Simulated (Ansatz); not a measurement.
Runs of Ansatz 0.2.0 on In. It takes space group P6_3/mmc (No. 194, hexagonal). The conventional cell has a = 3.335 Å, b = 3.335 Å, c = 5.509 Å, α = 90.00°, β = 90.00°, γ = 120.00°. Around In (site symmetry -6m2) lie 12 In at 3.34 to 3.36 Å. This isn't the form of In at room conditions, which is tetragonal.

| task | level | potentials or basis | cutoff (eV) | basis error allowed | pressure (GPa) |
| --- | --- | --- | --- | --- | --- |
| band structure | PBEsol | all-electron PAW datasets made for the crystal | 240 | - | -1.4 |
| band structure | PBEsol | all-electron LAPW, scalar-relativistic | 168 | 0.001 eV/atom | -1.4 |
| band structure | LDA | all-electron LAPW, scalar-relativistic | 168 | 0.001 eV/atom | -2.9 |
| band structure | PBEsol | all-electron LAPW, non-relativistic | 167 | 0.001 eV/atom | (a) |

Alike in all rows: no spin polarisation; cell as given; k mesh 9 × 9 × 5; smearing fermi-dirac 0.05 eV.

**Question.** Fill in the values left out.

**Answer.** (a) -1.1.

Caveats: relativity is left out, which matters for the heavier elements (some runs).

Not every run made on this cell is shown here.
